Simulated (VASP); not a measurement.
A run of VASP 6.6.1 is set up as follows.

The input INCAR:

```
SYSTEM = Zr
PREC = Accurate ; ENCUT = 520
EDIFF = 1E-6 ; ISMEAR = 0
SIGMA = 0.1 ; LREAL = .FALSE.
LASPH = .TRUE. ; NELM = 100
ALGO = Normal ; ISIF = 2
LWAVE = .FALSE. ; LCHARG = .FALSE.
GGA = PS
```

The input KPOINTS:

```
Automatic mesh
0
G
  16 16 16
  0 0 0
```

The input POSCAR:

```
Zr
1.0
   -1.7908472700      1.7908472700      1.7908472700
    1.7908472700     -1.7908472700      1.7908472700
    1.7908472700      1.7908472700     -1.7908472700
Zr
1
Direct
    0.0000000000      0.0000000000      0.0000000000
```

Potentials or basis: VASP PAW PBE potentials, release 64 (Zr_sv).

Launch:

```console
$ cat potpaw_PBE.64/Zr_sv/POTCAR > POTCAR
$ mpirun -np 1 vasp_std > vasp.out
```

Problem. What does it give for the band gap on the k mesh?

Solution. None (metal or under the smearing width).

Problem. Predict the pressure.

Solution. -4.3 GPa.

Caveat: the PAW data sets were made with another functional, which shifts forces and pressure a little.
